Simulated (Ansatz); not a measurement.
## MgTe: single point with PBE

MgTe:

```xyz
2
Lattice="0.0000 3.2320 3.2320 3.2320 0.0000 3.2320 3.2320 3.2320 0.0000" Properties=species:S:1:pos:R:3 pbc="T T T"
Te    1.6160    1.6160    1.6160
Mg    0.0000    0.0000    0.0000
```

The cell comes from a database or a generator and needn't be the stable form of this composition.

| Property | Result |
| --- | --- |
| Program | Ansatz 0.2.0 |
| Task | single point |
| Functional | PBE |
| Potentials or basis | Ansatz PAW |
| Cutoff | 420 eV (not typed: the program's choice for these potentials) |
| k mesh | 7 × 7 × 7 |
| Occupations | gaussian, width 0.028 eV |
| Spin | no spin polarisation |

```json
{
 "Pressure": "0.7 GPa",
 "Band gap on the k mesh": "2.42 eV, direct"
}
```

Levels at points of the mesh, in eV from the valence-band top:
| k point | band 9 | band 10 | band 11 | band 12 | band 13 | band 14 | band 15 | band 16 | band 17 |
| --- | --- | --- | --- | --- | --- | --- | --- | --- | --- |
| (0.00, 0.00, 0.00) | -35.06 | -10.18 | 0.00 | 0.00 | 0.00 | 2.42 | 5.47 | 5.47 | 5.47 |

Wall time 1.4 s on 2 threads of Arm Neoverse V1, with other jobs on the host, peak memory 0.32 GiB.

Caveat: odd divisions of the mesh miss points on the zone boundary, where band edges often lie, so the gap on the mesh can be too wide; spin-orbit coupling is left out, which moves the levels of the heavy elements.
